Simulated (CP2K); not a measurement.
Runs of CP2K 2026.2 on Ta. The typed cell holds 1 atom: a = 2.878 Å, b = 2.876 Å, c = 2.867 Å, α = 107.90°, β = 109.43°, γ = 112.18°. 

```csv
potentials or basis,potentials,gap on the mesh (eV),pressure (GPa)
POTENTIAL_UZH Ta GTH-SCAN-q13; DZVP-MOLOPT-SR-GTH basis,Ta GTH-SCAN-q13 of POTENTIAL_UZH,none,-3.5
GTH_POTENTIALS Ta GTH-PBE-q13; DZVP-MOLOPT-SR-GTH basis,Ta GTH-PBE-q13 of GTH_POTENTIALS,none,1.8
GTH_POTENTIALS Ta GTH-PADE-q13; DZVP-MOLOPT-SR-GTH basis,Ta GTH-PADE-q13 of GTH_POTENTIALS,none,(a)
POTENTIAL_UZH Ta GTH-PBE0-q13; DZVP-MOLOPT-SR-GTH basis,Ta GTH-PBE0-q13 of POTENTIAL_UZH,none,1.8
```

Alike in all rows: task single point; level PBE; no spin polarisation; cell as given; k mesh 11 × 11 × 11; smearing fermi-dirac 0.05 eV.

**Question.** Estimate the missing entries.

**Answer.** (a) -20.9.

Caveats: the basis of atomic orbitals isn't converged, which shifts pressures, moduli and gaps; the potentials were made for another functional, which shifts forces and pressure (some runs).

A k mesh can miss the band edges, and the runs leave out spin-orbit coupling on Ta.

A gap of «none» marks a metal or a gap under the smearing width.
